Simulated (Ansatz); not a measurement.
CuO:

```
Cu O
1.0
     2.34465   -1.71340    0.00000
     2.34465    1.71340    0.00000
    -0.86055    0.00000    5.05944
Cu O
2 2
Cartesian
  1.1723 0.8457 0.0000
  0.7420 -0.8457 2.5297
  2.0724 -0.2841 1.2836
  1.6421 0.2841 3.8133
```

Base run:

```yaml
Program: Ansatz 0.2.0
Functional: PBE
Potentials_or_basis: Ansatz PAW
Cutoff: "420 eV (not typed: the program's choice for these potentials)"
k_mesh: 10 × 10 × 5
Occupations: fermi-dirac, width 0.05 eV
Spin: no spin polarisation
```

Its results: band gap on the k mesh none (metal or under the smearing width); pressure 5.7 GPa; largest force 0.759 eV/Å.

Q: The run is repeated on the same cell with these changes: hubbard terms from none to Cu d U = 5 eV; hubbard projectors from none to ortho-atomic (the default). What comes out?

A: Band gap on the k mesh none (metal or under the smearing width); pressure 8.1 GPa; largest force 0.833 eV/Å.

Caveats: the run has no spin polarisation, though such a crystal can be magnetic; semilocal functionals often make such compounds metallic where correlation or magnetic order opens a gap, which also shifts bond lengths (some runs); U without spin polarisation on a metal has little footing (some runs).
